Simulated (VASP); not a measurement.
Nd, 1 atom in the cell. It takes space group Im-3m (No. 229, cubic). The conventional cell has a = 4.151 Å, b = 4.151 Å, c = 4.151 Å, α = 90.00°, β = 90.00°, γ = 90.00°. Around Nd (site symmetry m-3m) lie 8 Nd at 3.59 Å. This isn't the form of Nd at room conditions, which is double hcp.

```yaml
Program: VASP 6.6.1
Task: single point
Functional: PBE
Potentials_or_basis: VASP PAW PBE potentials, release 64 (Nd)
Cutoff: 520 eV
k_mesh: 9 × 9 × 9
Occupations: fermi-dirac, width 0.05 eV
Spin: collinear spin, typed start
Starting_moments: "[3.0] μB"
Dipole_correction: no
Further_INCAR_settings: ALGO = Normal; EDIFF = 1e-07; NBANDS = 17
```

Potentials or basis: VASP PAW PBE potentials, release 64 (Nd).

Command:

```console
$ cat potpaw_PBE.64/Nd/POTCAR > POTCAR
$ mpirun -np 1 vasp_std > vasp.out
```

Hardware: 1 thread of Intel(R) Xeon(R) Platinum 8488C (Sapphire Rapids) (shared host).

How long does it take, and how much memory?

Run time: 99 s on 1 thread of Intel(R) Xeon(R) Platinum 8488C (Sapphire Rapids) (shared host), peak memory 0.2 GiB. Counts: scf iterations 28, k points 35.
